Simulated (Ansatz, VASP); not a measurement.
**One calculation of Sb, two programs**

File INCAR:

```
SYSTEM = Sb
ALGO = Normal
EDIFF = 1E-6
ENCUT = 520
GGA = PS
ISIF = 2
ISMEAR = -1
LASPH = .True.
LCHARG = .True.
LELF = .True.
LREAL = .False.
LVHAR = .True.
LWAVE = .False.
NBANDS = 8
NELM = 60
PREC = Accurate
SIGMA = 0.05
```

Contents of KPOINTS:

```
k-points
0
Gamma
  14 14 14
  0 0 0
```

Contents of POSCAR:

```
Sb
1.0
    2.8887089236      0.0000000000      0.0000000000
    0.0000000000      2.8887089236      0.0000000000
    0.0000000000      0.0000000000      2.8887089236
Sb
1
Direct
    0.0000000000      0.0000000000      0.0000000000
```

Input for Ansatz:

```yaml
crystal:
  lattice:
    - [2.8887089236, 0.0, 0.0]
    - [0.0, 2.8887089236, 0.0]
    - [0.0, 0.0, 2.8887089236]
  atoms:
    - { symbol: Sb, position: [0.0, 0.0, 0.0] }
kpoints:
  mp_grid: { grid: [14, 14, 14] }
scf:
  occupations: { method: fermi_dirac, width: 0.05 }
hamiltonian:
  xc: pbesol
  pseudopotentials: { kind: all_electron, lapw: { basis_error: 0.001 } }
output:
  forces: true
  stress: true
  eigenvalues: true
  populations: true
```

Change from the starting cell: volume scaled by 0.84, LAPW.

Alike in both runs: task single point; functional PBEsol; k mesh 14 × 14 × 14; occupations fermi-dirac, width 0.05 eV; no spin polarisation.

```csv
,VASP,Ansatz
version,VASP 6.6.1,Ansatz 0.2.0
potentials or method,"VASP PAW PBE potentials, release 64 (Sb)","all-electron LAPW, scalar-relativistic"
plane-wave cutoff (eV),520,see its input
```

|  | VASP | Ansatz | Ansatz less VASP |
| --- | --- | --- | --- |
| pressure (GPa) | 16.6 | 16.1 | -0.51 |

Ansatz ran all-electron here, so the differences hold the error of VASP's frozen core and of both bases.

Caveats: so large a pressure means that the cell lies far from this level's equilibrium, or that cutoff or potentials fall short (VASP); the potentials were made for another functional, which shifts forces and pressure (VASP). The runs have no spin-orbit coupling, so splittings on Sb are missing.
